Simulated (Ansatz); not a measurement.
# Two self-consistent states of FeCo

An SCF can end in more than one state. Here FeCo, a crystal from a database, its volume scaled a little, is run from each state found earlier: which lies lowest, and what else changes?

Program: Ansatz 0.2.0. Level of theory: DFT, PBE, plane waves, PAW. These are calculated values, not measurements.

## Step 1: The cell

It takes space group Pm-3m (No. 221, cubic). The conventional cell has a = 2.889 Å, b = 2.889 Å, c = 2.889 Å, α = 90.00°, β = 90.00°, γ = 90.00°. Around Co (site symmetry m-3m) lie 8 Fe at 2.50 Å. Fe (site symmetry m-3m) is surrounded by 8 Co at 2.50 Å.

As a file:

```xyz
4
Lattice="2.8888 0.0000 2.8888 0.0000 2.8888 0.0000 2.8888 0.0000 -2.8888" Properties=species:S:1:pos:R:3 pbc="T T T"
Co    0.0000    0.0000    0.0000
Co    2.8888    0.0000    0.0000
Fe    1.4444    1.4444   -1.4444
Fe    1.4444    1.4444    1.4444
```

The states: A, Co1 down, Co2 down, Fe3 down, Fe4 down (collinear spin); B, Co1 up, Co2 down, Fe3 up, Fe4 down (collinear spin). Each run reads its own saved solution as saved_state.

## Step 2: State A: the run

The input, input.yaml:

```yaml
crystal:
  lattice:
    - [2.88875108, 0.0, 2.88875108]
    - [0.0, 2.88875108, 0.0]
    - [2.88875108, 0.0, -2.88875108]
  atoms:
    - { symbol: Co, position: [0.0, 0.0, 0.0], spin: 3.0 }
    - { symbol: Co, position: [0.5, 0.0, 0.5], spin: 3.0 }
    - { symbol: Fe, position: [0.0, 0.5, 0.5], spin: -4.0 }
    - { symbol: Fe, position: [0.5, 0.5, 0.0], spin: -4.0 }
kpoints:
  mp_grid: { grid: [6, 8, 6], shift: [0, 0, 0] }
  band_path:
    path:
      - [0.0, 0.0, 0.0]
      - [0.0, 0.5, 0.0]
      - [0.5, 0.5, 0.5]
      - [0.0, 0.0, 0.0]
      - [1.0, 0.5, 0.0]
      - [0.0, 0.5, 0.0]
      - [1.0, 0.5, 0.0]
      - [0.5, 0.5, 0.5]
    npoints: 8
magnetization:
  spin_polarized: true
scf:
  occupations: { method: fermi_dirac }
  lower_state_search: "off"
  max_iter: 200
hamiltonian:
  pseudopotentials: { kind: paw }
  xc: pbe
basis:
  ecutwfc: 420
  fft_grid_basis: typed
output:
  forces: true
  stress: true
  eigenvalues: true
  bader: true
  populations: true
  elf: true
  write_potential: true
  volumetric_format: npy
  dos:
    e_range: [-12, 8]
    de: 0.05
    projected: { site_lists: { Co: [Co], Fe: [Fe] } }
checkpoint:
  read: saved_state
```

## Step 4: State B: the run

input.yaml, as its differences from that of step 2:

```diff
@@ -7,4 +7,4 @@
     - { symbol: Co, position: [0.0, 0.0, 0.0], spin: 3.0 }
-    - { symbol: Co, position: [0.5, 0.0, 0.5], spin: 3.0 }
-    - { symbol: Fe, position: [0.0, 0.5, 0.5], spin: -4.0 }
+    - { symbol: Co, position: [0.5, 0.0, 0.5], spin: -3.0 }
+    - { symbol: Fe, position: [0.0, 0.5, 0.5], spin: 4.0 }
     - { symbol: Fe, position: [0.5, 0.5, 0.0], spin: -4.0 }
@@ -12,13 +12,2 @@
   mp_grid: { grid: [6, 8, 6], shift: [0, 0, 0] }
-  band_path:
-    path:
-      - [0.0, 0.0, 0.0]
-      - [0.0, 0.5, 0.0]
-      - [0.5, 0.5, 0.5]
-      - [0.0, 0.0, 0.0]
-      - [1.0, 0.5, 0.0]
-      - [0.0, 0.5, 0.0]
-      - [1.0, 0.5, 0.0]
-      - [0.5, 0.5, 0.5]
-    npoints: 8
 magnetization:
```

(Steps that only read results are left out.)

What does the calculation give? Wanted: for each run, free energy; largest site moment; size of the net moment; gap; pressure; largest force.

**Answer**, as computed:

```csv
state,free energy (meV/atom),largest site moment (μB),size of the net moment (μB/cell),gap (eV),pressure (GPa),largest force (eV/Å),SCF cycles
A,0.0,2.87,9.21,metal,-7.8,0.00,17
B,289.0,2.75,0.00,metal,-11.0,0.00,27
```

**Reading.** State A lies lowest, 289.0 meV per atom under state B. At the same volume their pressures differ by 3.2 GPa. Every run converged, so convergence alone does not show that a state is the lowest.
